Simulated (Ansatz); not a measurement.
## Pt (Fm-3m): electronic heat capacity and spin susceptibility from the density of states

Theory: DFT PBE, scalar-relativistic, plane waves, PAW (Ansatz 0.2.0).

Cutoff 420 eV; k points 18×18×18 on the computed 1-atom cell (Γ-centred); Gaussian smearing, width 0.10 eV; no spin polarisation.

Relaxed cell: Fm-3m, a = 3.970 Å, b = 3.970 Å, c = 3.970 Å, α = 90.00°, β = 90.00°, γ = 90.00°, 1 atom in the primitive cell.

The density of states at the Fermi level is 2.256 states/eV in the cell of 1 atom (1 formula unit; both spins, tetrahedra on a 27×27×27 mesh).

Question: What Sommerfeld coefficient and Pauli susceptibility does this give?

Answer: Per formula unit N(E_F) = 2.256 states/eV. γ = (π²/3) k_B² N(E_F) N_A = 2.357 mJ/(mol K²) per state/eV, so γ = 5.3 mJ/(mol K²), a mole of formula units. χ_P = μ_B² N(E_F) N_A = 3.23×10⁻⁵ emu/mol per state/eV gives 7.3×10⁻⁵ emu/mol. This is the bare band result: a measured γ of the same phase is as a rule larger by a factor 1 + λ from phonons and spin fluctuations, the spin part of χ is larger by the Stoner factor, and a measured χ also holds orbital and core terms. N(E_F) at one energy is sensitive to the mesh where the density of states has sharp peaks.

Spin-orbit coupling is left out, which matters for the bands of heavy elements.